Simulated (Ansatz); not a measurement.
# 2H-CrSSe monolayer in a perpendicular field, part 2 of 2

Aim: how the 2H-CrSSe monolayer screens a field along its normal, and what the field does to its bands. A positive field points along +c.

Ansatz 0.2.0; plane-wave DFT, LDA, Ansatz PAW (the session's first sound run).

So far. Step 12 (Response, atoms relaxed): The induced dipole is that of a conductor 5.27 Å thick. Step 13 (Same geometry, cutoff 420 eV, functional LDA): The dipole is -0.0133 e·Å.

## 14. Same geometry, cutoff 420 eV, functional LDA (run 2)

The same run in the opposite field.

Input file input.yaml:

```yaml
crystal:
  lattice:
    - [3.0445933622, 0.0, 0.0]
    - [-1.5222966811, 2.6366951958, 0.0]
    - [0.0, 0.0, 21.0085014479]
  atoms:
    - { symbol: Se, position: [0.3333333333, 0.6666666667, 0.4283979998] }
    - { symbol: Cr, position: [0.0, 0.0, 0.5042912201] }
    - { symbol: S, position: [0.3333333333, 0.6666666667, 0.5716020002] }
kpoints:
  mp_grid: { grid: [12, 12, 1] }
hamiltonian:
  xc: lda
scf:
  occupations: { method: fermi_dirac, width: 0.05 }
  convergence: { dr2_threshold: 1.0e-09 }
efield:
  axis: 3
  dipole_correction: true
  ramp_position: 0.97
  ramp_width: 0.06
  amplitude: -0.1
output:
  write_potential: true
  write_density: true
  volumetric_format: npy
```

Started as:

```console
$ ansatz run input.yaml --threads 4 --pin off --max-ram 6144MiB --backend cpu --events-out ev --progress --plain --runs-dir out
```

Run time: 3.6 s. Hardware: 4 threads of Arm Neoverse V1, shared host; peak memory 0.44 GiB; 13 s of CPU time.

The dipole is -0.0600 e·Å.

## 15. Response at this level

This step: plane-wave DFT, LDA, Ansatz PAW; response to a field along the normal, atoms held (Ansatz 0.2.0).

The two signs of the field give the slope at this level.

Numbers from this step:

- equivalent conductor thickness p/(ε₀AE): 5.260 Å

The induced dipole is that of a conductor 5.26 Å thick.

## 16. Same geometry, cutoff 420 eV, functional PBE

This step: plane-wave DFT, PBE, Ansatz PAW (Ansatz 0.2.0).

The geometry is kept and the functional is PBE; other changes against the main runs: SCF threshold 1.0e-10 → 1.0e-09 eV and k-mesh 18×18×1 → 12×12×1.

Changes to input.yaml since step 14:

```diff
@@ -12,3 +12,3 @@
 hamiltonian:
-  xc: lda
+  xc: pbe
 scf:
@@ -21,3 +21,3 @@
   ramp_width: 0.06
-  amplitude: -0.1
+  amplitude: 0.1
 output:
```

Run time: 3.7 s. Hardware: 4 threads; peak memory 0.45 GiB; 14 s of CPU time.

The dipole is -0.0149 e·Å.

## 17. Same geometry, cutoff 420 eV, functional PBE (run 2)

Changes to input.yaml since step 16:

```diff
@@ -21,3 +21,3 @@
   ramp_width: 0.06
-  amplitude: 0.1
+  amplitude: -0.1
 output:
```

It took 3.6 s on 4 threads; peak memory 0.45 GiB.

The dipole is -0.0615 e·Å.

## 18. Response at this level

This step: plane-wave DFT, PBE, Ansatz PAW; response to a field along the normal, atoms held (Ansatz 0.2.0).

The induced dipole is that of a conductor 5.25 Å thick.

## 19. Same geometry, cutoff 500 eV, functional r2SCAN

This step: plane-wave DFT, r2SCAN, Ansatz PAW (Ansatz 0.2.0).

The geometry is kept and the functional is r2SCAN; other changes against the main runs: SCF threshold 1.0e-10 → 1.0e-09 eV, cutoff 420 → 500 and k-mesh 18×18×1 → 12×12×1.

Changes to input.yaml since step 17:

```diff
@@ -12,3 +12,3 @@
 hamiltonian:
-  xc: pbe
+  xc: r2scan
 scf:
@@ -21,3 +21,3 @@
   ramp_width: 0.06
-  amplitude: -0.1
+  amplitude: 0.1
 output:
```

Wall time 7.7 s (4 threads); peak memory 0.75 GiB; 29 s of CPU time.

The dipole is -0.0154 e·Å.

## 20. Same geometry, cutoff 500 eV, functional r2SCAN (run 2)

Changes to input.yaml since step 19:

```diff
@@ -21,3 +21,3 @@
   ramp_width: 0.06
-  amplitude: 0.1
+  amplitude: -0.1
 output:
```

Run time: 7.8 s. Hardware: 4 threads; peak memory 0.75 GiB.

The dipole is -0.0615 e·Å.

## 21. Response at this level

This step: plane-wave DFT, r2SCAN, Ansatz PAW; response to a field along the normal, atoms held (Ansatz 0.2.0).

The induced dipole is that of a conductor 5.20 Å thick.

## 22. Same geometry, cutoff 420 eV, functional HSE06

This step: plane-wave DFT, HSE06, Ansatz PAW (Ansatz 0.2.0).

The geometry is kept and the functional is HSE06; other changes against the main runs: SCF threshold 1.0e-10 → 1.0e-09 eV and k-mesh 18×18×1 → 12×12×1.

Changes to input.yaml since step 20:

```diff
@@ -12,3 +12,3 @@
 hamiltonian:
-  xc: r2scan
+  xc: hse06
 scf:
@@ -21,3 +21,3 @@
   ramp_width: 0.06
-  amplitude: -0.1
+  amplitude: 0.1
 output:
```

Elapsed: 88 s, on 4 threads; peak memory 5.6 GiB; 5.3 min of CPU time.

The dipole is -0.0175 e·Å.

## 23. Same geometry, cutoff 420 eV, functional HSE06 (run 2)

Changes to input.yaml since step 22:

```diff
@@ -21,3 +21,3 @@
   ramp_width: 0.06
-  amplitude: 0.1
+  amplitude: -0.1
 output:
```

Run time: 88 s. Hardware: 4 threads; peak memory 5.6 GiB.

The dipole is -0.0637 e·Å.

## 24. Comparing the runs

Times are for 4 threads of Arm Neoverse V1, shared host. The series side by side:

| no. | functional | field | dipole along the normal (e·Å) | time | memory (GiB) |
| --- | --- | --- | --- | --- | --- |
| 1 | lda | 0.1 V/Å | -0.01332 | 3.5 s | 0.44 |
| 2 | lda | -0.1 V/Å | -0.06000 | 3.6 s | 0.44 |
| 3 | pbe | 0.1 V/Å | -0.01494 | 3.7 s | 0.45 |
| 4 | pbe | -0.1 V/Å | -0.06150 | 3.6 s | 0.45 |
| 5 | r2scan | 0.1 V/Å | -0.01537 | 7.7 s | 0.75 |
| 6 | r2scan | -0.1 V/Å | -0.06149 | 7.8 s | 0.75 |
| 7 | hse06 | 0.1 V/Å | -0.01755 | 88 s | 5.6 |
| 8 | hse06 | -0.1 V/Å | -0.06371 | 88 s | 5.6 |

## 25. Response at this level

This step: plane-wave DFT, HSE06, Ansatz PAW; response to a field along the normal, atoms held (Ansatz 0.2.0).

The induced dipole is that of a conductor 5.20 Å thick.

## 26. Varying the input: efield.ramp_width = 0.04

This step: plane-wave DFT, LDA, Ansatz PAW (Ansatz 0.2.0).

A run with a changed input: it repeats the earlier run at 0.03 V/Å with efield.ramp_width from 0.06 to 0.04.

input.yaml, the sections that differ from step 23:

```yaml
kpoints:
  mp_grid: { grid: [18, 18, 1] }
  band_path:
    path: [[0, 0, 0], [0.5, 0, 0], [0.33333333, 0.33333333, 0], [0, 0, 0]]
    npoints: 16
hamiltonian:
  xc: lda
scf:
  occupations: { method: fermi_dirac, width: 0.05 }
  convergence: { dr2_threshold: 1.0e-10 }
efield:
  axis: 3
  dipole_correction: true
  ramp_position: 0.97
  ramp_width: 0.04
  amplitude: 0.03
# crystal, output: as in step 23
```

The job ended after 7.9 s (4 threads; peak memory 0.5 GiB).

Numbers from this step:

* dipole along the normal: -0.02967 e·Å
* gap along the path: 0.9809 eV
* smallest direct gap along the path: 0.9809 eV
* gap, the smaller of path and mesh: 0.9809 eV

Electronic bands along the path, in eV, zero at the Fermi level of the run, which the smearing sets inside the gap:

| point | band 15 | band 16 | band 17 | band 18 | band 19 | band 20 | band 21 | band 22 |
| --- | --- | --- | --- | --- | --- | --- | --- | --- |
| Γ | -2.46 | -1.40 | -1.40 | -0.59 | 2.55 | 2.55 | 3.00 | 3.00 |
| halfway | -2.48 | -1.97 | -1.67 | -1.01 | 0.96 | 1.64 | 1.77 | 2.97 |
| M | -3.05 | -2.21 | -1.22 | -1.11 | 0.76 | 1.03 | 2.75 | 3.07 |
| halfway | -3.60 | -3.10 | -2.15 | -0.70 | 0.71 | 1.29 | 1.96 | 3.01 |
| K | -4.10 | -3.93 | -2.21 | -0.50 | 0.48 | 1.43 | 1.77 | 3.27 |
| halfway | -3.23 | -2.23 | -1.63 | -0.91 | 0.81 | 1.22 | 1.55 | 2.87 |
| Γ | -2.46 | -1.40 | -1.40 | -0.59 | 2.55 | 2.55 | 3.00 | 3.00 |

| quantity | this run | earlier run | difference |
| --- | --- | --- | --- |
| dipole along the normal (e·Å) | -0.02967 | -0.02967 | -2.8e-6 |
| gap along the path (eV) | 0.9809 | 0.9809 | 0 |
| smallest direct gap along the path (eV) | 0.9809 | 0.9809 | 0 |

Nothing in the table moves by 0.01 in its unit (for the dipole 0.5 % and 5e-5 e·Å).

## 27. A changed input

Another changed input: it repeats the earlier run at 0.03 V/Å with scf.convergence.dr2_threshold from 1e-10 to 1e-06, scf.mixing.algorithm to msr1 and scf.mixing.beta to 0.05.

Changes to input.yaml since step 26:

```diff
@@ -18,3 +18,4 @@
   occupations: { method: fermi_dirac, width: 0.05 }
-  convergence: { dr2_threshold: 1.0e-10 }
+  convergence: { dr2_threshold: 1.0e-06 }
+  mixing: { algorithm: msr1, beta: 0.05 }
 efield:
@@ -23,3 +24,3 @@
   ramp_position: 0.97
-  ramp_width: 0.04
+  ramp_width: 0.06
   amplitude: 0.03
```

It took 6.9 s on 4 threads; peak memory 0.5 GiB.

This step gave:

| Item | Value |
| --- | --- |
| dipole along the normal | -0.03007 e·Å |
| gap along the path | 0.9807 eV |
| smallest direct gap along the path | 0.9807 eV |
| gap, the smaller of path and mesh | 0.9807 eV |

The electronic bands at the labelled points (eV, zero at the Fermi level of the run, which the smearing sets inside the gap):

(Unchanged from step 26.)

| quantity | this run | earlier run | difference |
| --- | --- | --- | --- |
| dipole along the normal (e·Å) | -0.03007 | -0.02967 | -4.0e-4 |
| gap along the path (eV) | 0.9807 | 0.9809 | -1.6e-4 |
| smallest direct gap along the path (eV) | 0.9807 | 0.9809 | -1.6e-4 |

What moves beyond 0.01 in its unit (for the dipole 0.5 % and 5e-5 e·Å): dipole along the normal (-0.000404 e·Å).

## 28. What came out

```yaml
gap_without_field: 0.981 eV
ionisation_energy_upper_face: 6.20 eV
electron_affinity_upper_face: 5.22 eV
step_between_the_vacuum_levels: 0.826 eV
equivalent_conductor_thickness_atoms_held: 5.26 Å
equivalent_conductor_thickness_atoms_relaxed: 5.27 Å
equivalent_conductor_thickness_lda: 5.26 Å
equivalent_conductor_thickness_pbe: 5.25 Å
equivalent_conductor_thickness_r2scan: 5.20 Å
equivalent_conductor_thickness_hse06: 5.20 Å
```

What this shows: The induced dipole equals that of a perfect conductor 5.26 Å thick, while the outer atoms lie 3.01 Å apart; an out-of-plane ε follows only once a thickness t is chosen, by 1 − 1/ε = 5.26 Å / t. The two faces differ: the vacuum level above lies 0.83 eV higher than the one below. The gap stays within 0.01 eV of 0.98 eV over the fields run, up to 0.25 V/Å in size. Across the functionals the thickness runs from 5.20 to 5.26 Å; those runs use a coarser k-mesh, so they are to be compared with each other. Semilocal functionals give gaps that are too small, and excitons are not included. The main runs have no spin polarisation; a magnetic state could lie lower and would change these results. Spin-orbit coupling is left out.

[Logs are printed without paths, hosts, clocks, repeated set-up lines and the standing remarks that a program may print on its own settings, such as how far it seeks lower states.]

[Hosts, paths, dates, database ids (printed as entryN), source tags and the programs' standing remarks are cut or masked in the printed files.]

[Maps of the electrostatic potential energy from Ansatz leave out the sawtooth potential of an applied field or a dipole correction, so their vacuum need not be flat; planar profiles and work functions include it.]
